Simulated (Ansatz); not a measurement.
The system is Si2Mo.

```xyz
3
Lattice="-1.6000 1.6000 3.9305 1.6000 -1.6000 3.9305 1.6000 1.6000 -3.9305" Properties=species:S:1:pos:R:3 pbc="T T T"
Mo    0.0000    0.0000    0.0000
Si    0.0000    0.0000    5.2433
Si    0.0000    0.0000    2.6177
```

Below is the output of Ansatz 0.2.0 for this cell. Logs are shortened: lines on timing, memory, paths and dates and some standing lists are left out, and cuts for length are marked.

```text
Warning: RAYON_NUM_THREADS=2 ignored (pool sized by the plan → 2); use --threads N
Mo: projections on atomic orbitals take those of the free atom [Ar 3d10] 4s2 4p6 4d5 5s1, of charge +0.00 (hamiltonian.pseudopotentials.projection_atoms); the dataset's partial waves leave at most 6.0e-6 of an orbital's norm unspanned inside its sphere
Si: projections on atomic orbitals take those of the free atom [Ne] 3s2 3p2, of charge +0.00 (hamiltonian.pseudopotentials.projection_atoms); the dataset's partial waves leave at most 6.1e-8 of an orbital's norm unspanned inside its sphere
scf.n_extra_bands = 7 over 11 filled bands (N_el = 22.0): the run solves 18 bands
Engine: ansatz 0.2.0, aarch64-unknown-linux-gnu
Pseudopotentials: kind: paw
Pseudopotential: Mo, paw, valence charge 14, recommended cutoff 420 eV (normal), Mo.paw.azcp
Pseudopotential: Si, paw, valence charge 4, recommended cutoff 420 eV (normal), Si.paw.azcp
Functional definition: PBE
  parameter kappa = 0.804
  parameter beta = 0.06672455060314922
  exchange = pbe_x(kappa = kappa, mu = beta*pi^2/3)
  correlation = pbe_c(beta = beta)
Crystal: 3 atoms, lattice volume = 40.248 Å³
Basis set: ecut = 420 eV, 769 PW (Γ), exchange–correlation on 64×64×64 points (8 copies of the dense FFT grid, shifted against one another)
Bands: 18, of which v1, the nominal top of the filled ones, is band 11 counted from 1 (10 counted from 0)
Symmetry: 16 space group operations
Space group: I4/mmm (ITA 139), of the structure as read, at distance tolerance 3.4e-5 Å
k-points: 163 of 1728
Non-local potential: Mo, projectors of the file, l = 0: 3, l = 1: 2, l = 2: 2, l = 3: 1
Non-local potential: Si, projectors of the file, l = 0: 2, l = 1: 2, l = 2: 2
PAW form: soft (Blöchl's): semilocal exchange-correlation on the pseudo side does not see the compensation charge
PAW one-centre angular grid: Mo, 590 points (default); XC on 64 Gauss nodes
PAW one-centre angular grid: Si, 110 points (default); XC on 64 Gauss nodes
Initial density: superposition of atomic densities (chi_scale 0.1, normalization cell, long waves kept (reshape's long-wave potential 0.00 eV rms))
Initial wavefunctions: pseudopotential atomic-orbital guess
Functional: x = pbe(κ = 0.804, μ = 0.2195149727645171), c = pbe(β = 0.06672455060314922)
SCF iter   1: F=—  HF=-6225.342697 eV  |F-HF|=—  |Δ(HF+E_count)|=         —  Δρ=9.30e-2  dr2=5.37e0  ethr=3.10e-3  ⟨swp⟩=5.4  Hψ=16143  notcnv=0
preconditioner: auto → Kerker (q_TF=auto, 2.467 Å⁻¹)  [metal: Δε(μ)=0.047 eV  Ē_g=9.683 eV  σ=0.050 eV  W_gap=0.23  n_scr=10 (ndim 8)  ℏωp=21.9 eV  f_vac=0.000  D(μ)=0.61/eV (n_scr^D=2)]
SCF iter   2: F=—  HF=-6224.205404 eV  |F-HF|=—  |Δ(HF+E_count)|=    1.14e0  Δρ=3.11e-2  dr2=2.75e-1  ethr=3.10e-3  ⟨swp⟩=2.1  Hψ=6792  notcnv=0  defer=248
preconditioner: auto → none  [insulator: Δε(μ)=0.121 eV  Ē_g=9.478 eV  σ=0.050 eV  W_gap=0.54  n_scr=10 (ndim 8)  ℏωp=21.9 eV  f_vac=0.000  D(μ)=0.29/eV (n_scr^D=0)  ε∞_Penn≈6.3]
SCF iter   3: F=—  HF=-6224.284450 eV  |F-HF|=—  |Δ(HF+E_count)|=   7.90e-2  Δρ=1.19e-2  dr2=2.73e-2  ethr=1.25e-3  ⟨swp⟩=2.5  Hψ=4331  notcnv=0  defer=250
SCF iter   4: F=—  HF=-6224.327828 eV  |F-HF|=—  |Δ(HF+E_count)|=   4.34e-2  Δρ=3.26e-3  dr2=7.77e-3  ethr=1.24e-4  ⟨swp⟩=2.9  Hψ=5581  notcnv=0  defer=251
SCF iter   5: F=—  HF=-6224.328187 eV  |F-HF|=—  |Δ(HF+E_count)|=   3.60e-4  Δρ=1.05e-3  dr2=8.64e-4  ethr=3.53e-5  ⟨swp⟩=1.9  Hψ=4210  notcnv=0  defer=253
SCF iter   6: F=—  HF=-6224.328220 eV  |F-HF|=—  |Δ(HF+E_count)|=   3.30e-5  Δρ=2.96e-4  dr2=5.95e-5  ethr=3.93e-6  ⟨swp⟩=2.1  Hψ=3675  notcnv=0  defer=253
SCF iter   7: F=—  HF=-6224.328229 eV  |F-HF|=—  |Δ(HF+E_count)|=   8.40e-6  Δρ=3.79e-5  dr2=3.99e-7  ethr=2.70e-7  ⟨swp⟩=2.0  Hψ=3221  notcnv=0  defer=253
SCF iter   8: F=-6224.328229 eV  HF=-6224.328229 eV  |F-HF|=7.67e-8  |Δ(HF+E_count)|=   5.15e-7  Δρ=1.08e-5  dr2=9.57e-8  ethr=4.55e-10  ⟨swp⟩=13.0  Hψ=19628  notcnv=0
SCF 1 converged in 8 iterations: F = -6224.328229 eV  dr2 = 9.57e-8
  greatest PAW one-centre occupation: 0.998 electrons in one spin orbital (limit 2), on the Mo atom at site 0 (counted from 0), in its partial waves of l = 0
NSCF: frozen V_eff on 480 k-points
SCF converged after 8 iterations
Free energy (F): -6224.328229 eV
Harris-Foulkes:  -6224.328229 eV  (|F-HF|=7.67e-8)
Internal energy: -6224.327234 eV  (E = F + TS)
E sigma→0 (E₀):  -6224.327732 eV
Entropy (-TS):   -0.000995 eV (-0.332 meV/atom)
Fermi energy:    15.816190 eV
--- Per-component energies (eV) ---
  E_band       = -45.962528
  E_kinetic    = 531.951778
  E_local      = -1151.091459  (includes V_loc(G=0)·N_el)
  E_nonlocal   = 192.870719
  E_hartree    = 430.234412
  E_xc         = -298.493229
  E_vxc        = -328.869645  (∫ρ·V_xc dr)
  E_hubbard    = 4.736358  (on-site DFT+U / exact-exchange correction)
  E_vhub       = -2.035025  (the Hubbard potential's part of the band-sum identity)
  E_paw        = -4227.013735  (= ΣΔE_a)
  E_vpaw       = -149.269614  (= ΣTr[D̂ρ^β])
  E_aug_tail   = 0.000040  (compensation charges beyond the density's cutoff)
  E_ewald      = -1707.522119
  E_smearing   = -0.000995  (= −TS)
  E_closure    = 0.000000  (closes the sum)
  Σ components = -6224.328229   (vs F -6224.328229, Δ=0.00e0)
--- Forces (eV/Å), atoms counted from 1 ---
  atom   1  Mo     0.00000000     0.00000000     0.00000000
  atom   2  Si    -0.00000000     0.00000000    -0.55151144
  atom   3  Si     0.00000000     0.00000000     0.55151144
  max |Σ_I F_I| component: 1.11e-16 eV/Å
--- Stress (GPa, compression-positive) ---
        2.232075       0.000000      -0.000000
        0.000000       2.232075       0.000000
        0.000000       0.000000      -0.477697
  P = ⅓ Tr σ = 1.3288 GPa (13.288 kbar)
--- Band table (eV; the first three rows and the last of 163) ---
  k-point 0: bands = ["-44.4656", "-18.6522", "-18.5450", "-18.5450", "2.4877", "9.6826", "12.4937", "13.0557", "13.0557", "13.3208", "16.0102", "19.0145", "19.0417", "19.6214", "19.6214", "20.1820", "20.8375", "20.8375"]
  k-point 1: bands = ["-44.4632", "-18.6487", "-18.5623", "-18.5596", "2.7016", "9.8722", "11.7092", "12.5448", "13.3705", "13.9106", "15.3062", "18.3699", "19.3324", "19.3993", "19.7299", "20.5156", "21.3742", "21.7991"]
  k-point 2: bands = ["-44.4565", "-18.6394", "-18.6076", "-18.5994", "3.3191", "10.3173", "10.9588", "11.5050", "13.5351", "13.9350", "14.5229", "18.0086", "19.3896", "19.4765", "19.9146", "20.6745", "23.1580", "23.2267"]
  k-point 162: bands = ["-44.4650", "-18.6773", "-18.5467", "-18.5467", "4.2892", "5.9996", "12.8067", "13.7994", "15.0269", "15.0269", "15.4118", "15.4118", "16.1455", "20.5687", "21.1253", "21.8857", "24.4156", "25.0604"]
Occupation matrices written to <dir>
```

**Question.** What input gives this log?

**Answer.** Projected density of states with PBE+U, no spin polarisation. The files as run (others can give the same):

input.yaml
```yaml
crystal:
  lattice:
    - [-1.6, 1.6, 3.9305]
    - [1.6, -1.6, 3.9305]
    - [1.6, 1.6, -3.9305]
  atoms:
    - { symbol: Mo, position: [0.0, 0.0, 0.0] }
    - { symbol: Si, position: [0.667, 0.667, 0.0] }
    - { symbol: Si, position: [0.333, 0.333, 0.0] }
hamiltonian:
  xc: pbe
  pseudopotentials: { kind: paw }
  hubbard: { sites: [{ species: Mo, l: d, u_eff: 4.0 }] }
kpoints:
  mp_grid: { grid: [12, 12, 12] }
scf:
  occupations: { method: fermi_dirac, width: 0.05 }
  n_extra_bands: 7
output:
  forces: true
  stress: true
  eigenvalues: true
  dos: { projected: true, de: 0.05, nscf_kmesh: { grid: [18, 18, 18] } }
  write_density: true
  write_potential: true
  elf: true
  volumetric_format: npy
```

Potentials or basis: Ansatz PAW.
Command:
```sh
$ ansatz run input.yaml --threads 2 --pin off --max-ram 5632MiB --backend cpu --events-out ev --progress --plain --runs-dir out
```

Caveat: U without spin polarisation on a metal has little footing; the U is typed as a test and isn't derived for this compound; the density of states is complete only up to the lowest level of the last band computed.
